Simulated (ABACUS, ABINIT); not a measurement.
Given: the input of a run of ABINIT 10.8.3 (patched build) on Pb (Lead). The given cell was strained at random by a few per cent at fixed volume. 

File run.abi:

```
# Pseudopotentials
pp_dirpath "./"
pseudos "Pb.GGA_PBE-JTH.xml"

# Structure
acell 3.4776705007 3.476298415 3.5002967398 Angstrom
rprim
    -0.0020022023     0.7101546853     0.7040428354
     0.7040785076    -0.0077619919     0.7100797185
     0.7010331359     0.7130655443    -0.0094906239
ntypat 1
znucl 82
natom 1
typat 1
xred
    -0.0123650000     0.0070870000     0.0165600000
chkprim 0
chksymtnons 0
tolsym 1.0e-6

# Plane-wave basis
ecut 598.650497 eV
pawecutdg 44.0

# k points
kptopt 1
ngkpt 9 9 9
nshiftk 1
shiftk 0.0 0.0 0.0

# Exchange and correlation
ixc 11

# Bands and occupations
nband 11
occopt 3
tsmear 0.05 eV

# SCF cycle
nstep 100
tolvrs 1.0e-9

# Output
iomode 3
prtwf 0
prtden 0
prteig 0
prtebands 0
```

Potentials or basis: JTH PAW PBE v2.0.

The run is started by

```bash
$ abinit run.abi > log 2>&1
```

Task: Set up the same calculation for ABACUS 3.10.1. Potentials or basis there: PseudoDojo NC SR 0.4.1 PBE standard, plane waves, cutoff 857 eV.

Result: As run (cutoffs and basis follow the program's own potentials, and thresholds, step limits or extra output files can differ):

INPUT

```
INPUT_PARAMETERS
suffix              Pb
calculation         scf
basis_type          pw
pseudo_dir          ./
symmetry            1
dft_functional      pbe
ecutwfc             63
pseudo_rcut         10
nspin               1
nbands              11
ks_solver           dav
smearing_method     fd
smearing_sigma      0.00367493
scf_thr             1e-08
scf_nmax            100
mixing_type         broyden
mixing_beta         0.7
cal_force           1
cal_stress          1
kpar                4
```

Contents of STRU:

```
ATOMIC_SPECIES
Pb 207.2000 Pb.upf

LATTICE_CONSTANT
1.8897261246

LATTICE_VECTORS
-0.0069630000 2.4696840000 2.4484290000
2.4475870000 -0.0269830000 2.4684490000
2.4538240000 2.4959410000 -0.0332200000

ATOMIC_POSITIONS
Direct

Pb
0.0
1
-0.0123650000 0.0070870000 0.0165600000 1 1 1
```

KPT

```
K_POINTS
0
Gamma
9 9 9 0 0 0
```

Potentials or basis: PseudoDojo NC SR 0.4.1 PBE standard, plane waves.

Launch:

```console
$ OMP_NUM_THREADS=1 mpirun -np 4 abacus > log
```

Both were run:

|  | ABINIT | ABACUS |
| --- | --- | --- |
| Pressure | 2.4 GPa | 2.2 GPa |
| Energy over the undisturbed cell | 2.0 meV/atom | 2.0 meV/atom |

Pressure is positive in compression.
